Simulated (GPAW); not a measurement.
The system is Fe.

```
Fe
1.0
    -1.44300    1.44300    1.44300
     1.44300   -1.44300    1.44300
     1.44300    1.44300   -1.44300
Fe
1
Direct
  0.00000 0.00000 0.00000
```

Base run:

- Program: GPAW 26.7.0
- Functional: LDA
- Potentials or basis: the program's PAW data sets (release 1.2.1) made for this functional
- Cutoff: 600 eV
- Basis: pw
- k mesh: 13 × 13 × 13
- Occupations: fermi-dirac, width 0.05 eV
- Spin: collinear spin, ferromagnetic start
- Starting moments: [3.0] μB

Its results: pressure -25.5 GPa; net moment 2.20 μB per cell; site moments Fe +2.20 μB.

Q: The run is repeated on the same cell with these changes: functional from LDA to BLYP; potentials or basis from the program's PAW data sets (release 1.2.1) made for this functional to PAW data sets generated in the run's folder for this functional. What comes out?

A: Pressure -3.1 GPa; net moment 2.18 μB per cell; site moments Fe +2.23 μB.

Caveats: so large a pressure means that the cell lies far from this level's equilibrium, or that cutoff or potentials fall short (some runs).
